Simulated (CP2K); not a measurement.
BaZrO3 under changes of volume

One of the cells (14.726 Å³/atom); the others are scaled copies at fixed shape and fractional positions:

```xyz
5
Lattice="4.1913 0.0000 0.0000 0.0000 4.1913 0.0000 0.0000 0.0000 4.1913" Properties=species:S:1:pos:R:3 pbc="T T T"
Ba    0.0000    0.0000    0.0000
Zr    2.0957    2.0957    2.0957
O     2.0957    2.0957    0.0000
O     2.0957    0.0000    2.0957
O     0.0000    2.0957    2.0957
```

```yaml
Program: CP2K 2026.2
Functional: LDA
Potentials_or_basis: GTH_POTENTIALS Ba GTH-PADE-q10, Zr GTH-PADE-q12, O GTH-PADE-q6; TZVP-MOLOPT-PBE-GTH basis
Density_cutoff: 8163 eV
k_mesh: 6 × 6 × 6
Occupations: fermi-dirac, width 0.05 eV
Spin: no spin polarisation
```

| volume (Å³/atom) | energy over the lowest point (meV/atom) | pressure (GPa) | gap on the mesh (eV) |
| --- | --- | --- | --- |
| 13.843 | 7.95 | 6.2 | 4.77 |
| 14.137 | 0.44 | 2.1 | 4.68 |
| 14.432 | 0.00 | -1.5 | 4.59 |
| 14.726 | 5.89 | -4.8 | 4.50 |
| 15.021 | ? | ? | ? |
| 15.315 | 34.04 | -10.3 | 4.32 |
| 15.610 | 55.16 | -12.6 | 4.24 |

Q: What does the run at 15.021 Å³/atom give?

A: Energy over the lowest point 17.44 meV/atom; pressure -7.7 GPa; gap on the mesh 4.41 eV.

Worked out: A Birch-Murnaghan fit of order 3 (a polynomial in V^(-2/3)) to the other rows has its minimum at 14.30 Å³/atom with B0 = V·E''(V) = 176 GPa and B' = 4.6. It gives 17.47 meV/atom at 15.021 Å³/atom, against the run's 17.44, and -dE/dV = -7.7 GPa, against -7.7. A straight line through the other rows of the gap, of slope -4.44 eV per unit of ln V, gives 4.41 eV, against the run's 4.41.

Energies are extrapolated to zero smearing.

Caveats: spin-orbit coupling is left out, which moves the levels of the heavy elements; the basis of atomic orbitals isn't converged, which shifts pressures, moduli and gaps.

A mesh can miss the band edges.
